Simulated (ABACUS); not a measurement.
Set up this calculation in ABACUS 3.10.1, as an ASE script.

```yaml
Task: single point
Functional: SCAN
Potentials_or_basis: SG15 ONCV 1.2 PBE
Cutoff: 1361 eV
Density_cutoff: 5442 eV
Basis: DZP LCAO (the cutoffs set its grid)
k_mesh: 10 × 10 × 10
Occupations: fermi-dirac, width 0.05 eV
Spin: no spin polarisation
Orbital_files: Cu Cu_confined-atom_7au_3s2p2d1f.orb
Radial_cutoff_of_the_potentials_pseudo_rcut: 10 bohr
SCF_threshold_on_the_density: 1e-07
Max_SCF_steps: 100
Eigensolver: genelpa
Mixing: broyden
Mixing_share: 0.7
Symmetry_key: 1
```

The structure of Cu lies in Cu.cif:

```cif
data_Cu
_cell_length_a 3.61500000
_cell_length_b 3.61500000
_cell_length_c 3.61500000
_cell_angle_alpha 90.00000000
_cell_angle_beta 90.00000000
_cell_angle_gamma 90.00000000
_space_group_name_H-M_alt 'Fm-3m'
_space_group_name_Hall '-F 4 2 3'
_space_group_IT_number 225
loop_
_space_group_symop_operation_xyz
'x,y,z'
'-x,-y,-z'
'-y,x,z'
'y,-x,-z'
'-x,-y,z'
'x,y,-z'
'y,-x,z'
'-y,x,-z'
'x,-y,-z'
'-x,y,z'
'-y,-x,-z'
'y,x,z'
'-x,y,-z'
'x,-y,z'
'y,x,-z'
'-y,-x,z'
'z,x,y'
'-z,-x,-y'
'z,-y,x'
'-z,y,-x'
'z,-x,-y'
'-z,x,y'
'z,y,-x'
'-z,-y,x'
'-z,x,-y'
'z,-x,y'
'-z,-y,-x'
'z,y,x'
'-z,-x,y'
'z,x,-y'
'-z,y,x'
'z,-y,-x'
'y,z,x'
'-y,-z,-x'
'x,z,-y'
'-x,-z,y'
'-y,z,-x'
'y,-z,x'
'-x,z,y'
'x,-z,-y'
'-y,-z,x'
'y,z,-x'
'-x,-z,-y'
'x,z,y'
'y,-z,-x'
'-y,z,x'
'x,-z,y'
'-x,z,-y'
'x,y+1/2,z+1/2'
'-x,-y+1/2,-z+1/2'
'-y,x+1/2,z+1/2'
'y,-x+1/2,-z+1/2'
'-x,-y+1/2,z+1/2'
'x,y+1/2,-z+1/2'
'y,-x+1/2,z+1/2'
'-y,x+1/2,-z+1/2'
'x,-y+1/2,-z+1/2'
'-x,y+1/2,z+1/2'
'-y,-x+1/2,-z+1/2'
'y,x+1/2,z+1/2'
'-x,y+1/2,-z+1/2'
'x,-y+1/2,z+1/2'
'y,x+1/2,-z+1/2'
'-y,-x+1/2,z+1/2'
'z,x+1/2,y+1/2'
'-z,-x+1/2,-y+1/2'
'z,-y+1/2,x+1/2'
'-z,y+1/2,-x+1/2'
'z,-x+1/2,-y+1/2'
'-z,x+1/2,y+1/2'
'z,y+1/2,-x+1/2'
'-z,-y+1/2,x+1/2'
'-z,x+1/2,-y+1/2'
'z,-x+1/2,y+1/2'
'-z,-y+1/2,-x+1/2'
'z,y+1/2,x+1/2'
'-z,-x+1/2,y+1/2'
'z,x+1/2,-y+1/2'
'-z,y+1/2,x+1/2'
'z,-y+1/2,-x+1/2'
'y,z+1/2,x+1/2'
'-y,-z+1/2,-x+1/2'
'x,z+1/2,-y+1/2'
'-x,-z+1/2,y+1/2'
'-y,z+1/2,-x+1/2'
'y,-z+1/2,x+1/2'
'-x,z+1/2,y+1/2'
'x,-z+1/2,-y+1/2'
'-y,-z+1/2,x+1/2'
'y,z+1/2,-x+1/2'
'-x,-z+1/2,-y+1/2'
'x,z+1/2,y+1/2'
'y,-z+1/2,-x+1/2'
'-y,z+1/2,x+1/2'
'x,-z+1/2,y+1/2'
'-x,z+1/2,-y+1/2'
'x+1/2,y,z+1/2'
'-x+1/2,-y,-z+1/2'
'-y+1/2,x,z+1/2'
'y+1/2,-x,-z+1/2'
'-x+1/2,-y,z+1/2'
'x+1/2,y,-z+1/2'
'y+1/2,-x,z+1/2'
'-y+1/2,x,-z+1/2'
'x+1/2,-y,-z+1/2'
'-x+1/2,y,z+1/2'
'-y+1/2,-x,-z+1/2'
'y+1/2,x,z+1/2'
'-x+1/2,y,-z+1/2'
'x+1/2,-y,z+1/2'
'y+1/2,x,-z+1/2'
'-y+1/2,-x,z+1/2'
'z+1/2,x,y+1/2'
'-z+1/2,-x,-y+1/2'
'z+1/2,-y,x+1/2'
'-z+1/2,y,-x+1/2'
'z+1/2,-x,-y+1/2'
'-z+1/2,x,y+1/2'
'z+1/2,y,-x+1/2'
'-z+1/2,-y,x+1/2'
'-z+1/2,x,-y+1/2'
'z+1/2,-x,y+1/2'
'-z+1/2,-y,-x+1/2'
'z+1/2,y,x+1/2'
'-z+1/2,-x,y+1/2'
'z+1/2,x,-y+1/2'
'-z+1/2,y,x+1/2'
'z+1/2,-y,-x+1/2'
'y+1/2,z,x+1/2'
'-y+1/2,-z,-x+1/2'
'x+1/2,z,-y+1/2'
'-x+1/2,-z,y+1/2'
'-y+1/2,z,-x+1/2'
'y+1/2,-z,x+1/2'
'-x+1/2,z,y+1/2'
'x+1/2,-z,-y+1/2'
'-y+1/2,-z,x+1/2'
'y+1/2,z,-x+1/2'
'-x+1/2,-z,-y+1/2'
'x+1/2,z,y+1/2'
'y+1/2,-z,-x+1/2'
'-y+1/2,z,x+1/2'
'x+1/2,-z,y+1/2'
'-x+1/2,z,-y+1/2'
'x+1/2,y+1/2,z'
'-x+1/2,-y+1/2,-z'
'-y+1/2,x+1/2,z'
'y+1/2,-x+1/2,-z'
'-x+1/2,-y+1/2,z'
'x+1/2,y+1/2,-z'
'y+1/2,-x+1/2,z'
'-y+1/2,x+1/2,-z'
'x+1/2,-y+1/2,-z'
'-x+1/2,y+1/2,z'
'-y+1/2,-x+1/2,-z'
'y+1/2,x+1/2,z'
'-x+1/2,y+1/2,-z'
'x+1/2,-y+1/2,z'
'y+1/2,x+1/2,-z'
'-y+1/2,-x+1/2,z'
'z+1/2,x+1/2,y'
'-z+1/2,-x+1/2,-y'
'z+1/2,-y+1/2,x'
'-z+1/2,y+1/2,-x'
'z+1/2,-x+1/2,-y'
'-z+1/2,x+1/2,y'
'z+1/2,y+1/2,-x'
'-z+1/2,-y+1/2,x'
'-z+1/2,x+1/2,-y'
'z+1/2,-x+1/2,y'
'-z+1/2,-y+1/2,-x'
'z+1/2,y+1/2,x'
'-z+1/2,-x+1/2,y'
'z+1/2,x+1/2,-y'
'-z+1/2,y+1/2,x'
'z+1/2,-y+1/2,-x'
'y+1/2,z+1/2,x'
'-y+1/2,-z+1/2,-x'
'x+1/2,z+1/2,-y'
'-x+1/2,-z+1/2,y'
'-y+1/2,z+1/2,-x'
'y+1/2,-z+1/2,x'
'-x+1/2,z+1/2,y'
'x+1/2,-z+1/2,-y'
'-y+1/2,-z+1/2,x'
'y+1/2,z+1/2,-x'
'-x+1/2,-z+1/2,-y'
'x+1/2,z+1/2,y'
'y+1/2,-z+1/2,-x'
'-y+1/2,z+1/2,x'
'x+1/2,-z+1/2,y'
'-x+1/2,z+1/2,-y'
loop_
_atom_site_label
_atom_site_type_symbol
_atom_site_symmetry_multiplicity
_atom_site_Wyckoff_symbol
_atom_site_fract_x
_atom_site_fract_y
_atom_site_fract_z
_atom_site_occupancy
Cu1 Cu 4 a 0.0000000000 0.0000000000 0.0000000000 1
```

These files were run (other wordings do the same):

run_abacus.py

```python
"""ABACUS run from a structure file: ASE reads it, the script writes STRU, KPT and INPUT."""
import re
import subprocess
import spglib
from ase import Atoms
from ase.io import read
from ase.units import Bohr

atoms = read("Cu.cif")
cell, frac, numbers = spglib.standardize_cell((atoms.cell[:], atoms.get_scaled_positions(), atoms.numbers), to_primitive=True, symprec=1e-4)
atoms = Atoms(numbers=numbers, cell=cell, scaled_positions=frac, pbc=True)  # the primitive cell
atoms = atoms[(-atoms.numbers).argsort(kind="stable")]  # ABACUS lists atoms element by element
pseudo = {'Cu': 'Cu_ONCV_PBE-1.2.upf'}
orbital = {'Cu': 'Cu_confined-atom_7au_3s2p2d1f.orb'}
magmoms = None
kmesh = [10, 10, 10]
params = {
    'suffix': 'Cu',
    'calculation': 'scf',
    'basis_type': 'lcao',
    'pseudo_dir': './',
    'orbital_dir': './',
    'symmetry': 1,
    'dft_functional': 'scan',
    'ecutwfc': 100,
    'pseudo_rcut': 10,
    'nspin': 1,
    'nbands': 20,
    'ks_solver': 'genelpa',
    'smearing_method': 'fd',
    'smearing_sigma': 0.00367493,
    'scf_thr': 1e-07,
    'scf_nmax': 100,
    'mixing_type': 'broyden',
    'mixing_beta': 0.7,
    'cal_force': 1,
    'cal_stress': 1,
    'mixing_tau': 1,
    'out_mul': 1,
    'out_chg': 1,
}

symbols = atoms.get_chemical_symbols()
elements = list(dict.fromkeys(symbols))
lines = ["ATOMIC_SPECIES"] + [f"{e} {atoms.get_masses()[symbols.index(e)]:.4f} {pseudo[e]}" for e in elements]
if orbital:
    lines += ["", "NUMERICAL_ORBITAL"] + [orbital[e] for e in elements]
lines += ["", "LATTICE_CONSTANT", f"{1 / Bohr:.10f}", "", "LATTICE_VECTORS"]
lines += [" ".join(f"{x:.10f}" for x in v) for v in atoms.cell]
lines += ["", "ATOMIC_POSITIONS", "Direct"]
for e in elements:
    lines += ["", e, "0.0", str(symbols.count(e))]
    for i, p in enumerate(atoms.get_scaled_positions(wrap=False)):
        if symbols[i] == e:
            mag = "" if magmoms is None else " mag " + " ".join(str(x) for x in (magmoms[i] if isinstance(magmoms[i], list) else [magmoms[i]]))
            lines.append(" ".join(f"{x:.10f}" for x in p) + " 1 1 1" + mag)
open("STRU", "w").write("\n".join(lines) + "\n")
open("KPT", "w").write("K_POINTS\n0\nGamma\n%d %d %d 0 0 0\n" % tuple(kmesh))
open("INPUT", "w").write("INPUT_PARAMETERS\n" + "".join(f"{k:<20s}{v}\n" for k, v in params.items()))

done = subprocess.run(['mpirun', '-np', '4', 'abacus'])
if done.returncode:
    raise SystemExit(done.returncode)
log = open("OUT.Cu/running_scf.log").read()
print("final energy (eV):", re.findall(r"FINAL_ETOT_IS (\S+)", log))
```

Potentials or basis: SG15 ONCV 1.2 PBE, DZP LCAO (the cutoffs set its grid).

The run is started by

```bash
$ OMP_NUM_THREADS=1 python run_abacus.py > log
```

Results of the run:

```yaml
Pressure: -4.3 GPa
Band_gap_on_the_k_mesh: none (metal or under the smearing width)
```

Caveat: the atomic orbitals were generated for these runs and aren't a published set; the potentials were made for another functional, which shifts forces and pressure; the basis of atomic orbitals isn't converged, which shifts pressures, moduli and gaps.

Wall time 15 s on 4 MPI ranks on Intel(R) Xeon(R) 6975P-C (Granite Rapids), with other jobs on the host, peak memory 0.4 GiB a rank.
